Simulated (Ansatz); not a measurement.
# Te2Mo: single point with PBE

Crystal: Te2Mo.

```
CELL_PARAMETERS angstrom
6.33000 0.00000 0.00000
0.00000 3.46900 0.00000
-0.94679 0.00000 13.82762
ATOMIC_POSITIONS crystal
Te 0.94370 0.75000 0.60450
Te 0.05630 0.25000 0.39550
Te 0.90300 0.25000 0.85140
Te 0.09700 0.75000 0.14860
Te 0.41120 0.75000 0.89550
Te 0.58880 0.25000 0.10450
Te 0.44320 0.25000 0.64840
Te 0.55680 0.75000 0.35160
Mo 0.81670 0.75000 0.99260
Mo 0.18330 0.25000 0.00740
Mo 0.68190 0.25000 0.49340
Mo 0.31810 0.75000 0.50660
```

```json
{"Program": "Ansatz 0.2.0", "Task": "single point", "Functional": "PBE", "Potentials or basis": "Ansatz PAW", "Cutoff": "350 eV", "Density cutoff": "1400 eV", "k mesh": "4 × 8 × 2", "Occupations": "fermi-dirac, width 0.05 eV", "Spin": "no spin polarisation"}
```

The pressure is 2.5 GPa. The largest force is 0.177 eV/Å. The band gap on the k mesh is none (metal or under the smearing width).

Forces in eV/Å, atoms in the order of the input:
```
Te   0.074  0.000  0.066
Te  -0.074  0.000 -0.066
Te  -0.009  0.000 -0.148
Te   0.009  0.000  0.148
Te   0.057  0.000 -0.027
Te  -0.057  0.000  0.027
Te  -0.018  0.000  0.108
Te   0.018  0.000 -0.108
Mo   0.085  0.000  0.022
Mo  -0.085  0.000 -0.022
Mo  -0.174  0.000  0.031
Mo   0.174  0.000 -0.031
```

Stress tensor (GPa, compression positive):
```
2.81 0.00 0.09
0.00 2.41 0.00
0.09 0.00 2.40
```

Levels at points of the mesh, in eV from the Fermi level:
```tsv
k point	band 90	band 91	band 92	band 93	band 94	band 95
(0.00, 0.00, 0.00)	-0.12	0.09	0.12	0.44	0.68	0.90
(0.00, 0.00, -0.50)	-0.03	-0.02	-0.01	0.45	0.56	0.92
(0.00, -0.50, 0.00)	-1.52	-1.46	-1.46	1.02	1.02	1.16
(0.00, -0.50, -0.50)	-1.56	-1.47	-1.47	1.01	1.01	1.16
(-0.50, 0.00, 0.00)	-0.82	-0.66	-0.57	-0.07	-0.01	0.89
(-0.50, 0.00, -0.50)	-0.82	-0.65	-0.41	-0.03	0.03	0.85
(-0.50, -0.50, 0.00)	-1.07	-0.98	-0.98	1.01	1.01	1.08
(-0.50, -0.50, -0.50)	-1.06	-0.98	-0.98	1.03	1.03	1.05
```

It took 23 s on 2 threads of Arm Neoverse V1, on a shared host, peak memory 0.93 GiB.

Caveat: the cutoff lies under the one recommended for these potentials. Spin-orbit coupling is left out, which matters for the levels of Te.
